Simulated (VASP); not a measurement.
# W (Im-3m) in VASP: further runs

The runs below take W through band structure, with PBE+D3(BJ), rev-vdW-DF2, RPBE.

Everything below comes from runs of VASP 6.6.1. Logs are shortened: lines on timing, memory, paths and dates and some standing lists are left out, and cuts for length are marked.

### 1 Starting point

The structure is cubic, space group Im-3m (No. 229). The conventional cell has a = 3.160 Å, b = 3.160 Å, c = 3.160 Å, α = 90.00°, β = 90.00°, γ = 90.00°. Around W (site symmetry m-3m) lie 8 W at 2.74 Å.

### 2 Band structure, PBE+D3(BJ)

The input, INCAR:

```
ALGO     = Fast           # electronic algorithm
EDIFF    = 1E-6           # SCF threshold, eV
ENCUT    = 520            # plane-wave cutoff, eV
GGA      = PE             # functional
ICORELEVEL= 1            
ISIF     = 2              # what is computed and relaxed
ISMEAR   = 1              # smearing method
IVDW     = 12             # dispersion correction
LASPH    = T              # aspherical terms in the spheres
LCHARG   = F              # write CHGCAR
LMAXMIX  = 4              # l up to which the mixer works
LREAL    = F              # projectors in reciprocal space
LWAVE    = F              # write WAVECAR
NBANDS   = 13             # bands
NELM     = 80             # most SCF steps
PREC     = Accurate       # precision mode
SIGMA    = 0.1            # smearing width, eV
```

The input, KPOINTS:

```
k-points
0
Gamma
  16 16 16
```

The input, POSCAR:

```
W                                       
1.0
   -1.5800809530      1.5800809530      1.5800809530
    1.5800809530     -1.5800809530      1.5800809530
    1.5800809530      1.5800809530     -1.5800809530
  W             
     1
Direct
     0.0000000000000000    0.0000000000000000    0.0000000000000000
```

The input, KPOINTS_OPT:

```
explicit points
124
Reciprocal
 0.0000000000  0.0000000000  0.0000000000 1
 0.0263157895 -0.0263157895  0.0263157895 1
 0.0526315789 -0.0526315789  0.0526315789 1
 0.0789473684 -0.0789473684  0.0789473684 1
 0.1052631579 -0.1052631579  0.1052631579 1
 0.1315789474 -0.1315789474  0.1315789474 1
[... 116 lines left out ...]
 0.2500000000  0.2500000000  0.2500000000 1
 0.0000000000  0.0000000000  0.5000000000 1
```

Potentials or basis: VASP PAW PBE potentials, release 64 (W_sv).

Started as:

```bash
cat potpaw_PBE.64/W_sv/POTCAR > POTCAR
mpirun -np 1 vasp_std > vasp.out
```

OUTCAR:

```text
EDIFF = 1E-6
   ENCUT = 520
   GGA = PE
   ISIF = 2
   ISMEAR = 1
   IVDW = 12
   LASPH = T
   LREAL = F
   NELM = 80
   PREC = Accurate
 IVDW          = 12

 ion  position               nearest neighbor table
   1  0.000  0.000  0.000-

  LATTYP: Found a body centered cubic cell.
 ALAT       =     3.1601619060

  Lattice vectors:

 A1 = (  -1.5800809530,   1.5800809530,   1.5800809530)
 A2 = (   1.5800809530,  -1.5800809530,   1.5800809530)
 A3 = (   1.5800809530,   1.5800809530,  -1.5800809530)

Analysis of symmetry for initial positions (statically):
=====================================================================
 Subroutine PRICEL returns:
 Original cell was already a primitive cell.

 Routine SETGRP: Setting up the symmetry group for a
 body centered cubic supercell.

 Subroutine GETGRP returns: Found 48 space group operations
 (whereof 48 operations were pure point group operations)
 out of a pool of 48 trial point group operations.

The static configuration has the point symmetry O_h .

Analysis of symmetry for dynamics (positions and initial velocities):
=====================================================================
 Subroutine PRICEL returns:
 Original cell was already a primitive cell.

 Routine SETGRP: Setting up the symmetry group for a
 body centered cubic supercell.

 Subroutine GETGRP returns: Found 48 space group operations
 (whereof 48 operations were pure point group operations)
 out of a pool of 48 trial point group operations.

The dynamic configuration has the point symmetry O_h .

 Subroutine INISYM returns: Found 48 space group operations
 (whereof 48 operations are pure point group operations),
 and found     1 'primitive' translations

----------------------------------------------------------------------------------------

                                     Primitive cell

  volume of cell :      15.7797

  direct lattice vectors                    reciprocal lattice vectors
    -1.580080953  1.580080953  1.580080953     0.000000000  0.316439483  0.316439483
     1.580080953 -1.580080953  1.580080953     0.316439483  0.000000000  0.316439483
     1.580080953  1.580080953 -1.580080953     0.316439483  0.316439483  0.000000000

  length of vectors
     2.736780491  2.736780491  2.736780491     0.447513009  0.447513009  0.447513009

  position of ions in fractional coordinates (direct lattice)
     0.000000000  0.000000000  0.000000000

  ion indices of the primitive-cell ions
   primitive index   ion index
                 1           1

----------------------------------------------------------------------------------------

 KPOINTS: k-points

Automatic generation of k-mesh.
 Grid dimensions read from file:
 generate k-points for:   16   16   16

 Generating k-lattice:

  Cartesian coordinates                     Fractional coordinates (reciprocal lattice)
     0.000000000  0.019777468  0.019777468     0.062500000  0.000000000  0.000000000
     0.019777468  0.000000000  0.019777468     0.000000000  0.062500000  0.000000000
     0.019777468  0.019777468  0.000000000     0.000000000  0.000000000  0.062500000

  Length of vectors
     0.027969563  0.027969563  0.027969563

  Shift w.r.t. Gamma in fractional coordinates (k-lattice)
     0.000000000  0.000000000  0.000000000

 Subroutine IBZKPT returns following result:
 ===========================================

 Found    145 irreducible k-points:

 Following reciprocal coordinates:
            Coordinates               Weight
  0.000000  0.000000  0.000000      1.000000
  0.062500  0.000000  0.000000     12.000000
  0.125000  0.000000  0.000000     12.000000
  0.187500  0.000000  0.000000     12.000000
  0.250000  0.000000  0.000000     12.000000
  0.312500  0.000000  0.000000     12.000000
[... 16 lines left out ...]
  0.187500  0.187500  0.000000     24.000000
  0.250000  0.187500  0.000000     48.000000
 [... further k-points ...]
   k-points           NKPTS =    145   k-points in BZ     NKDIM =    145   number of bands    NBANDS=     13
   number of dos      NEDOS =    301   number of ions     NIONS =      1
   total plane-waves  NPLWV =   8000
   dimension x,y,z NGX =    20 NGY =   20 NGZ =   20
   dimension x,y,z NGXF=    40 NGYF=   40 NGZF=   40
   ions per type =               1
   NGX,Y,Z   is equivalent  to a cutoff of  12.15, 12.15, 12.15 a.u.
   NGXF,Y,Z  is equivalent  to a cutoff of  24.30, 24.30, 24.30 a.u.
 SYSTEM =  unknown system
   PREC   = accura    normal or accurate (medium, high low for compatibility)
   ISTART =      0    job   : 0-new  1-cont  2-samecut
   ICHARG =      2    charge: 1-file 2-atom 10-const
   ISPIN  =      1    spin polarized calculation?
   LNONCOLLINEAR =      F non collinear calculations
   LSORBIT =      F    spin-orbit coupling
   LASPH  =      T    aspherical Exc in radial PAW
   ENCUT  =  520.0 eV  38.22 Ry    6.18 a.u.   5.09  5.09  5.09*2*pi/ulx,y,z
   NELM   =     80;   NELMIN=  2; NELMDL= -5     # of ELM steps
[... 65 lines left out ...]
      3     -26.2163      2.00000
      4     -26.2163      2.00000
      5       1.8467      2.00000
      6      10.2762      2.00000
      7      10.2762      2.00000
      8      10.2762      2.00000
      9      13.7854      0.00000
     10      13.7854      0.00000
     11      26.0362      0.00000
     12      26.0362      0.00000
     13      26.0362      0.00000

 k-point     2 :       0.0625    0.0000    0.0000
  band No.  band energies     occupation
      1     -62.6554      2.00000
      2     -26.2703      2.00000
      3     -26.2331      2.00000
      4     -26.2166      2.00000
      5       2.0372      2.00000
      6      10.1599      2.00000
      7      10.2494      2.00000
      8      10.4601      2.00000
      9      13.5994      0.00000
     10      13.7863      0.00000
     11      26.1996      0.00000
     12      26.3601      0.00000
     13      26.5062      0.00000

 k-point     3 :       0.1250    0.0000    0.0000
  band No.  band energies     occupation
      1     -62.6407      2.00000
      2     -26.4218      2.00000
      3     -26.2806      2.00000
      4     -26.2174      2.00000
      5       2.5810      2.00000
      6       9.8452      2.00000
      7      10.1270      2.00000
      8      11.0039      2.00000
      9      13.2388     -0.00000
     10      13.8008      0.00000
     11      26.5855      0.00000
     12      27.2944      0.00000
     13      27.6504      0.00000

 k-point     4 :       0.1875    0.0000    0.0000
  band No.  band energies     occupation
      1     -62.6185      2.00000
      2     -26.6432      2.00000
      3     -26.3510      2.00000
      4     -26.2186      2.00000
      5       3.3875      2.00000
      6       9.4132      2.00000
      7       9.8684      2.00000
      8      11.8841     -0.00004
      9      13.0513     -0.00000
     10      13.8558      0.00000
     11      26.8027      0.00000
     12      28.6239      0.00000
     13      28.7494      0.00000

 k-point     5 :       0.2500    0.0000    0.0000
  band No.  band energies     occupation
      1     -62.5924      2.00000
      2     -26.8967      2.00000
      3     -26.4329      2.00000
      4     -26.2200      2.00000
      5       4.2724      2.00000
      6       8.9518      2.00000
      7       9.6463      2.00000
      8      13.0574     -0.00000
      9      13.1560     -0.00000
     10      13.9755      0.00000
     11      26.2938      0.00000
     12      28.1087      0.00000
     13      30.6190      0.00000
[... 257 lines left out ...]
 k-point    22 :       0.4375    0.1250    0.0000
  band No.  band energies     occupation
      1     -62.5186      2.00000
      2     -27.4612      2.00000
      3     -26.7070      2.00000
      4     -26.2942      2.00000
      5       5.7339      2.00000
      6       8.0515      2.00000
      7      11.0859      2.00000
      8      13.4979     -0.00000
      9      15.0724      0.00000
     10      18.6024      0.00000
     11      21.8772      0.00000
     12      24.0293      0.00000
     13      27.9102      0.00000

 k-point    23 :       0.1875    0.1875    0.0000
  band No.  band energies     occupation
      1     -62.5600      2.00000
      2     -27.1154      2.00000
      3     -26.5345      2.00000
      4     -26.3122      2.00000
      5       5.5647      2.00000
      6       8.6281      2.00000
      7       8.9989      2.00000
      8      12.8248     -0.00000
      9      14.5517      0.00000
     10      15.2660      0.00000
     11      25.4839      0.00000
     12      27.8158      0.00000
     13      30.1172      0.00000

 k-point    24 :       0.2500    0.1875    0.0000
  band No.  band energies     occupation
      1     -62.5394      2.00000
      2     -27.2455      2.00000
      3     -26.6445      2.00000
      4     -26.3295      2.00000
      5       6.1439      2.00000
      6       8.3604      2.00000
      7       9.1827      2.00000
      8      13.0918     -0.00000
      9      14.6471      0.00000
     10      16.8566      0.00000
     11      24.0360      0.00000
     12      26.8133      0.00000
     13      28.7278      0.00000

 [... further k-points ...]

------------------------ aborting loop because EDIFF is reached ----------------------------------------

 Edisp (eV)   -0.69857

 E8    (eV) :    -0.3582

  FORCE on cell =-STRESS in cart. coord.  units (eV):
  Direction    XX          YY          ZZ          XY          YZ          ZX
  --------------------------------------------------------------------------------------
  -------------------------------------------------------------------------------------
  Total      -0.00884    -0.00884    -0.00884     0.00000     0.00000     0.00000
  in kB      -0.89721    -0.89721    -0.89721     0.00000     0.00000     0.00000
  external pressure =       -0.90 kB  Pullay stress =        0.00 kB

 VOLUME and BASIS-vectors are now :
 -----------------------------------------------------------------------------
  energy-cutoff  :      520.00
  volume of cell :       15.78
      direct lattice vectors                 reciprocal lattice vectors
    -1.580080953  1.580080953  1.580080953     0.000000000  0.316439483  0.316439483
     1.580080953 -1.580080953  1.580080953     0.316439483  0.000000000  0.316439483
     1.580080953  1.580080953 -1.580080953     0.316439483  0.316439483  0.000000000

 POSITION                                       TOTAL-FORCE (eV/Angst)
 -----------------------------------------------------------------------------------
      0.00000      0.00000      0.00000        -0.000000      0.000000      0.000000
 -----------------------------------------------------------------------------------
    total drift:                                0.000000     -0.000000      0.000000

  FREE ENERGIE OF THE ION-ELECTRON SYSTEM (eV)
  ---------------------------------------------------
  free  energy   TOTEN  =       -13.6468655908 eV

  energy  without entropy=      -13.6463283352  energy(sigma->0) =      -13.64668651
```

Wall time 18 s (1 thread of Intel Xeon Platinum 8488C (Sapphire Rapids), shared host); peak memory 0.17 GiB.

Results:

- Free energy: -13.6469 eV
- Pressure: -0.1 GPa
- Band gap along the path: none (metal or under the smearing width)
- Dispersion energy per atom: -0.699 eV

Levels at the corners of the path, in eV from the Fermi level:
```
point  band 4  band 5  band 6  band 7  band 8  band 9  band 10  band 11
    Γ  -37.78   -9.71   -1.28   -1.28   -1.28    2.23     2.23    14.48
    H  -38.69   -5.92   -5.92    5.15    5.15    5.15     8.23     8.23
    H  -38.69   -5.92   -5.92    5.15    5.15    5.15     8.23     8.23
    N  -37.78   -6.35   -3.64    0.64    2.12    3.11     6.15    11.11
    N  -37.78   -6.35   -3.64    0.64    2.12    3.11     6.15    11.11
    Γ  -37.78   -9.71   -1.28   -1.28   -1.28    2.23     2.23    14.48
    Γ  -37.78   -9.71   -1.28   -1.28   -1.28    2.23     2.23    14.48
    P  -38.44   -3.02   -3.02   -3.02    3.28    3.28     6.62    12.26
    P  -38.44   -3.02   -3.02   -3.02    3.28    3.28     6.62    12.26
    H  -38.69   -5.92   -5.92    5.15    5.15    5.15     8.23     8.23
    P  -38.44   -3.02   -3.02   -3.02    3.28    3.28     6.62    12.26
    N  -37.78   -6.35   -3.64    0.64    2.12    3.11     6.15    11.11
```

Core levels (eV, on the scale of the bands):
```tsv
atom	levels
1 W	1s -69451.5, 2s -11972.1, 2p -10465.7, 3s -2744.7, 3p -2298.8, 3d -1786.8, 4s -553.2, 4p -407.0, 4d -221.9, 4f -16.8
```

Caveat: spin-orbit coupling is left out, which moves the levels of the heavy elements; pairwise dispersion overbinds metals, which lowers pressure and volume.

### 3 Band structure, rev-vdW-DF2

This run uses another cell than the first one, of 15.94 Å³/atom, 1.010 times its volume.

The input, INCAR:

```
SYSTEM = W
AGGAC = 0.0
ALGO = Fast
EDIFF = 1E-6
ENCUT = 520
GGA = MK
ICORELEVEL = 1
ISIF = 2
ISMEAR = 1
LASPH = .TRUE.
LCHARG = .FALSE.
LMAXMIX = 4
LREAL = .FALSE.
LUSE_VDW = .TRUE.
LWAVE = .FALSE.
NBANDS = 13
NELM = 80
PARAM1 = 0.1234
PARAM2 = 0.711357
PREC = Accurate
SIGMA = 0.1
ZAB_VDW = -1.8867
```

The input, KPOINTS:

```
k-points
0
G
  16 16 16
  0 0 0
```

The input, POSCAR:

```
W                                       
1.0
   -1.5853083837      1.5853083837      1.5853083837
    1.5853083837     -1.5853083837      1.5853083837
    1.5853083837      1.5853083837     -1.5853083837
  W             
     1
Direct
     0.0000000000000000    0.0000000000000000    0.0000000000000000
```

KPOINTS_OPT is that of step 2.

Potentials or basis: VASP PAW PBE potentials, release 64 (W_sv).

Started as:

```bash
cat potpaw_PBE.64/W_sv/POTCAR > POTCAR
mpirun -np 1 vasp_std > vasp.out
```

Wall time 18 s (1 thread of Intel Xeon 6975P-C (Granite Rapids), shared host); peak memory 0.24 GiB.

The run converged. Its results:

```
Free energy             : -10.3403 eV
Pressure                : 0.0 GPa
Band gap along the path : none (metal or under the smearing width)
```

Levels at the corners of the path, in eV from the Fermi level:
| point | band 5 | band 6 | band 7 | band 8 | band 9 | band 10 |
| --- | --- | --- | --- | --- | --- | --- |
| Γ | -9.61 | -1.28 | -1.28 | -1.28 | 2.19 | 2.19 |
| H | -5.81 | -5.81 | 5.06 | 5.06 | 5.06 | 8.22 |
| H | -5.81 | -5.81 | 5.06 | 5.06 | 5.06 | 8.22 |
| N | -6.27 | -3.59 | 0.70 | 2.07 | 3.04 | 6.04 |
| N | -6.27 | -3.59 | 0.70 | 2.07 | 3.04 | 6.04 |
| Γ | -9.61 | -1.28 | -1.28 | -1.28 | 2.19 | 2.19 |
| Γ | -9.61 | -1.28 | -1.28 | -1.28 | 2.19 | 2.19 |
| P | -2.97 | -2.97 | -2.97 | 3.20 | 3.20 | 6.50 |
| P | -2.97 | -2.97 | -2.97 | 3.20 | 3.20 | 6.50 |
| H | -5.81 | -5.81 | 5.06 | 5.06 | 5.06 | 8.22 |
| P | -2.97 | -2.97 | -2.97 | 3.20 | 3.20 | 6.50 |
| N | -6.27 | -3.59 | 0.70 | 2.07 | 3.04 | 6.04 |

Core levels (eV, on the scale of the bands):
```
atom                                                                                                                levels
 1 W  1s -69451.4, 2s -11972.0, 2p -10465.6, 3s -2744.6, 3p -2298.7, 3d -1786.7, 4s -553.1, 4p -406.9, 4d -221.8, 4f -16.7
```

Caveat: the PAW data sets were made with another functional, which shifts forces and pressure a little; spin-orbit coupling is left out, which moves the levels of the heavy elements.

### 4 Band structure, RPBE

This run uses another cell than the first one, of 16.35 Å³/atom, 1.036 times its volume.

The input, INCAR:

```
SYSTEM = W
ALGO = Normal
EDIFF = 1E-6
ENCUT = 520
GGA = RP
ICORELEVEL = 1
ISIF = 2
ISMEAR = 1
LASPH = .True.
LCHARG = .False.
LMAXMIX = 4
LREAL = .False.
LWAVE = .False.
NBANDS = 13
NELM = 80
PREC = Accurate
SIGMA = 0.1
```

The input, KPOINTS:

```
k-points
0
Gamma
  16 16 16
  0 0 0
```

The input, POSCAR:

```
W                                       
1.0
   -1.5990475845      1.5990475845      1.5990475845
    1.5990475845     -1.5990475845      1.5990475845
    1.5990475845      1.5990475845     -1.5990475845
  W             
     1
Direct
     0.0000000000000000    0.0000000000000000    0.0000000000000000
```

KPOINTS_OPT is that of step 3.

Started as:

```bash
cat potpaw_PBE.64/W_sv/POTCAR > POTCAR
mpirun -np 1 vasp_std > vasp.out
```

Run time: 24 s. Hardware: 1 thread of AMD EPYC 9R45 (Zen 5), shared host; peak memory 0.13 GiB.

It converged, with:

```
Free energy             : -12.4050 eV
Pressure                : -0.1 GPa
Band gap along the path : none (metal or under the smearing width)
```

Levels at the corners of the path, in eV from the Fermi level:
| point | band 5 | band 6 | band 7 | band 8 | band 9 | band 10 |
| --- | --- | --- | --- | --- | --- | --- |
| Γ | -9.50 | -1.21 | -1.21 | -1.21 | 2.17 | 2.17 |
| H | -5.62 | -5.62 | 4.91 | 4.91 | 4.91 | 7.94 |
| H | -5.62 | -5.62 | 4.91 | 4.91 | 4.91 | 7.94 |
| N | -6.11 | -3.45 | 0.51 | 2.05 | 2.99 | 5.84 |
| N | -6.11 | -3.45 | 0.51 | 2.05 | 2.99 | 5.84 |
| Γ | -9.50 | -1.21 | -1.21 | -1.21 | 2.17 | 2.17 |
| Γ | -9.50 | -1.21 | -1.21 | -1.21 | 2.17 | 2.17 |
| P | -2.94 | -2.94 | -2.94 | 3.14 | 3.14 | 6.32 |
| P | -2.94 | -2.94 | -2.94 | 3.14 | 3.14 | 6.32 |
| H | -5.62 | -5.62 | 4.91 | 4.91 | 4.91 | 7.94 |
| P | -2.94 | -2.94 | -2.94 | 3.14 | 3.14 | 6.32 |
| N | -6.11 | -3.45 | 0.51 | 2.05 | 2.99 | 5.84 |

Core levels (eV, on the scale of the bands):
| atom | levels |
| --- | --- |
| 1 W | 1s -69452.2, 2s -11972.7, 2p -10466.3, 3s -2745.3, 3p -2299.5, 3d -1787.4, 4s -553.8, 4p -407.6, 4d -222.5, 4f -17.4 |

Caveat: the PAW data sets were made with another functional, which shifts forces and pressure a little; spin-orbit coupling is left out, which moves the levels of the heavy elements.

### 5 Overview

| level | cell | pressure (GPa) |
| --- | --- | --- |
| PBE+D3(BJ) | Im-3m, 15.78 Å³/atom | -0.1 |
| rev-vdW-DF2 | Im-3m, 15.94 Å³/atom | 0.0 |
| RPBE | Im-3m, 16.35 Å³/atom | -0.1 |

Alike in all rows: task band structure; potentials or basis VASP PAW PBE potentials, release 64 (W_sv); no spin polarisation; k mesh 16 × 16 × 16; cutoff (eV) 520; smearing methfessel-paxton 0.1 eV.

Caveats: spin-orbit coupling is left out, which moves the levels of the heavy elements; the PAW data sets were made with another functional, which shifts forces and pressure a little (some runs); pairwise dispersion overbinds metals, which lowers pressure and volume (some runs).

Absolute energies hang on the potentials; compare differences alone.
